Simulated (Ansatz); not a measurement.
Crystal: Sn.

```
CELL_PARAMETERS angstrom
-2.02919 2.02919 1.66076
2.02919 -2.02919 1.66076
2.02919 2.02919 -1.66076
ATOMIC_POSITIONS crystal
Sn 0.00000 0.00000 0.00000
```

This isn't the form of Sn at room conditions, which is tetragonal (white tin).

- Program: Ansatz 0.2.0
- Task: relaxation of cell and atoms
- Functional: PBE
- Potentials or basis: all-electron LAPW, scalar-relativistic
- Basis error allowed: 0.001 eV/atom
- k mesh: 10 × 10 × 10
- Occupations: methfessel-paxton, width 0.2 eV
- Spin: no spin polarisation

At the start: volume 27.35 Å³/atom.

**Question.** Where does the relaxation end?

**Answer.** Over 4 steps the energy falls by 2.0 meV/atom and the volume is 27.79 Å³/atom (+1.6 %); space group I4/mmm (No. 139, to 0.05 Å).

Step by step:
| step | energy change (eV) | largest force (eV/Å) | volume (Å³) |
| --- | --- | --- | --- |
| 1 | 0.0000 | 0.0000 | 27.35 |
| 2 | -0.0020 | 0.0000 | 27.86 |
| 3 | -0.0020 | 0.0000 | 27.79 |
| 4 | -0.0020 | 0.0000 | 27.79 |

Final structure:
```xyz
1
Lattice="-2.0315 2.0315 1.6834 2.0315 -2.0315 1.6834 2.0315 2.0315 -1.6834" Properties=species:S:1:pos:R:3 pbc="T T T"
Sn    0.0000    0.0000    0.0000
```
